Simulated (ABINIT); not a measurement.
Crystal: Ir.

```
Ir
1.0
     0.00000    1.91560    1.91560
     1.91560    0.00000    1.91560
     1.91560    1.91560    0.00000
Ir
1
Cartesian
  0.0000 0.0000 0.0000
```

Base run:

| Item | Value |
| --- | --- |
| Program | ABINIT 10.8.3 (patched build) |
| Functional | PBEsol |
| Potentials or basis | JTH PAW PBE v2.0 |
| Cutoff | 463 eV |
| k mesh | 12 × 12 × 12 |
| Occupations | fermi-dirac, width 0.05 eV |
| Spin | no spin polarisation |

Its results: band gap on the k mesh none (metal or under the smearing width); pressure 0.0 GPa.

Task: The run is repeated on the same cell with these changes: functional from PBEsol to r2SCAN; potentials or basis from JTH PAW PBE v2.0 to SG15 NC PBE v1.2; cutoff from 463 eV to 1116 eV; valence electrons from 15 to 17. What comes out?

Result: Band gap on the k mesh none (metal or under the smearing width); pressure 2.9 GPa.

Caveats: spin-orbit coupling is left out, which moves the levels of the heavy elements; the PAW data sets were made with another functional, which shifts forces and pressure a little (some runs); the potentials were made for another functional, which shifts forces and pressure (some runs).
